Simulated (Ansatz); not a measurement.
SrO in the zincblende structure, relaxed with r2SCAN in the PAW code Ansatz. It is cubic, F-43m (No. 216); conventional cell a = 5.585 Å, 21.77 Å³ an atom. Around Sr lie 4 O at 2.42 Å; around O lie 4 Sr at 2.42 Å.

The axes x, y and z are those of this cell:
```
CELL_PARAMETERS angstrom
0.00000 2.79228 2.79228
2.79228 0.00000 2.79228
2.79228 2.79228 0.00000
ATOMIC_POSITIONS crystal
Sr 0.00000 0.00000 0.00000
O 0.25000 0.25000 0.25000
```

Unstrained: PBE gives an indirect gap of 2.519 eV, from W to Γ; the least direct gap is 3.363 eV at Γ. With r2SCAN the valence top lies at W and the conduction bottom at Γ, 2.889 eV higher; the smallest vertical gap, at Γ, is 3.733 eV. With HSE06 the valence top lies at W and the conduction bottom at Γ, 3.851 eV higher; the smallest vertical gap, at Γ, is 4.737 eV. Meshes: PBE 8×8×8, r2SCAN 8×8×8, HSE06 6×6×6. Strains are changes of length per length. After each strain the atoms were relaxed again with r2SCAN within the symmetry that the strain leaves, so tilts or polar shifts that break it weren't tested; points keep the names that they have in the unstrained zone. No spin polarisation. The prototype was imposed, so other structures may be more stable.

Q: One strain changed the r2SCAN stress by xx +1.66, yy +1.66, zz +0.01 GPa (compression positive) and the gap by +0.011 eV (PBE), +0.020 eV (r2SCAN). Which kind of strain was it, and roughly how large?

A: Epitaxial -3.73 % in the xy plane, free normal strain +5.60 %. The pattern of the stress gives the kind; the size needs the stiffness, so it is an estimate.

Q: Estimate what uniaxial +2.02 % along z, other directions held does to the gap.

A: PBE: the gap goes from 2.519 to 2.459 eV (-0.060 eV). r2SCAN: the gap goes from 2.889 to 2.828 eV (-0.061 eV). The r2SCAN energy rises by 2.0 meV an atom.

Q: One strain changed the r2SCAN stress by xx +3.88, yy +3.88, zz +3.88, xy -1.93, xz -1.93, yz -1.93 GPa (compression positive) and the gap by +0.132 eV (PBE), +0.145 eV (r2SCAN), +0.151 eV (HSE06). Which kind of strain was it, and roughly how large?

A: Epitaxial -5.01 % in the plane normal to [111], free normal strain +4.33 %. The pattern of the stress gives the kind; the size needs the stiffness, so it is an estimate.

The meshes of the hybrids are coarse, so their gaps aren't converged to the digits shown.
